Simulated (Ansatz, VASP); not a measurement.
## TiAl: VASP beside Ansatz

File INCAR:

```
SYSTEM = TiAl
PREC = Accurate
ENCUT = 520
EDIFF = 1E-6
ISMEAR = 0
SIGMA = 0.1
LREAL = .False.
LASPH = .True.
NELM = 60
ALGO = Normal
ISIF = 2
LWAVE = .False.
LCHARG = .False.
GGA = CA
NBANDS = 14
```

Contents of KPOINTS:

```
Automatic mesh
0
Gamma
  9 9 4
  0 0 0
```

POSCAR

```
TiAl
1.0
    2.8672622300      0.0000000000      0.0000000000
   -1.4336311200      2.4831219300      0.0000000000
    0.0000000000      0.0000000000      4.6780830000
Ti Al
1 1
Direct
    0.0000000000      0.0000000000      0.0000000000
    0.3333333300      0.6666666700      0.5000000000
```

Input for Ansatz:

```yaml
crystal:
  lattice:
    - [2.86726223, 0.0, 0.0]
    - [-1.43363112, 2.48312193, 0.0]
    - [0.0, 0.0, 4.678083]
  atoms:
    - { symbol: Ti, position: [0.0, 0.0, 0.0] }
    - { symbol: Al, position: [0.33333333, 0.66666667, 0.5] }
basis:
  ecutwfc: 420
kpoints:
  mp_grid: { grid: [9, 9, 4] }
hamiltonian:
  xc: lda
  pseudopotentials: { kind: paw, azcp: { folder: soft_1 } }
scf:
  occupations: { method: gaussian, width: 0.1 }
output:
  forces: true
  stress: true
  eigenvalues: true
```

The cell comes from a database or a generator and needn't be the stable form of this composition.

Alike in both runs: task single point; functional LDA; k mesh 9 × 9 × 4; occupations gaussian, width 0.1 eV; no spin polarisation.

|  | VASP | Ansatz |
| --- | --- | --- |
| version | VASP 6.6.1 | Ansatz 0.2.0 |
| potentials or method | VASP PAW LDA potentials, release 64 (Ti_sv, Al) | scalar-relativistic, plane waves, PAW |
| plane-wave cutoff (eV) | 520 | 420 |
| valence electrons in the cell | 15 | 15 |

|  | VASP | Ansatz | Ansatz less VASP |
| --- | --- | --- | --- |
| gap on the k mesh at the Fermi level (eV) | none | none | - |
| pressure (GPa) | -6.0 | -6.1 | -0.11 |
| largest component of the traceless stress (GPa) | 0.24 | 0.33 | +0.089 |

A gap of «none» marks a metal or a gap that the smearing closes. Ansatz warned: «pseudo_functional_mismatch».
